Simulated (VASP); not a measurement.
From VASP inputs to Ansatz: ZnS (strained zincblende)

INCAR

```
ENCUT = 520
LASPH = .TRUE.
LCHARG = .TRUE.
LWAVE = .FALSE.
EDIFF = 1E-7
LREAL = .FALSE.
IBRION = -1
ISMEAR = -1
NBANDS = 16
LELF = .TRUE.
NELM = 120
GGA = PE
SIGMA = 0.02
PREC = Accurate
ISIF = 2
NSW = 0
```

KPOINTS

```
KPOINTS created by Atomic Simulation Environment
0
Gamma
8 8 8
0 0 0
```

KPOINTS_OPT

```
special points
6
Reciprocal
0.0000000000 0.0000000000 0.0000000000 1
-0.5000000000 -0.5000000000 0.0000000000 1
-0.3750000000 -0.3750000000 0.2500000000 1
-0.3750000000 0.0000000000 0.3750000000 1
0.0000000000 0.0000000000 0.5000000000 1
-0.5000000000 -0.2500000000 0.2500000000 1
```

POSCAR

```
Zn S
 1.0000000000000000
     0.0000000000000000    2.6940858343000000    2.7730225492999998
     2.6940858343000000    0.0000000000000000    2.7730225492999998
     2.6940858343000000    2.6940858343000000    0.0000000000000000
 Zn  S
   1   1
Cartesian
  0.0000000000000000  0.0000000000000000  0.0000000000000000
  1.3470429171500000  1.3470429171500000  1.3865112746499997
```

VASP ran with the recommended PBE PAW datasets (18 valence electrons in the cell).

Question: Write an Ansatz input for this cell and level of theory.

Answer: 

```yaml
crystal:
  lattice:
    - [0.0, 2.6940858343, 2.7730225493]
    - [2.6940858343, 0.0, 2.7730225493]
    - [2.6940858343, 2.6940858343, 0.0]
  atoms:
    - { symbol: Zn, position: [0.0, 0.0, 0.0] }
    - { symbol: S, position: [0.25, 0.25, 0.25] }
kpoints:
  mp_grid: { grid: [8, 8, 8] }
  band_path:
    path:
      - [0.0, 0.0, 0.0]
      - [-0.5, -0.5, 0.0]
      - [-0.375, -0.375, 0.25]
      - [-0.375, 0.0, 0.375]
      - [0.0, 0.0, 0.5]
      - [-0.5, -0.25, 0.25]
    npoints: 1
hamiltonian:
  xc: pbe
scf:
  occupations: { method: fermi_dirac, width: 0.02 }
  n_extra_bands: 4
output:
  forces: true
  stress: true
  eigenvalues: true
```

Other inputs would serve too.

|  | VASP | Ansatz |
| --- | --- | --- |
| gap between bands v and c | 1.99 eV | 1.98 eV |
| least direct gap | 1.99 eV | 1.98 eV |
| pressure | 0.3 GPa | 0.1 GPa |

Datasets and cutoffs are each program's own. VASP's cell holds 18 valence electrons and Ansatz's 18. Ansatz's stress includes a Pulay correction; VASP's doesn't.
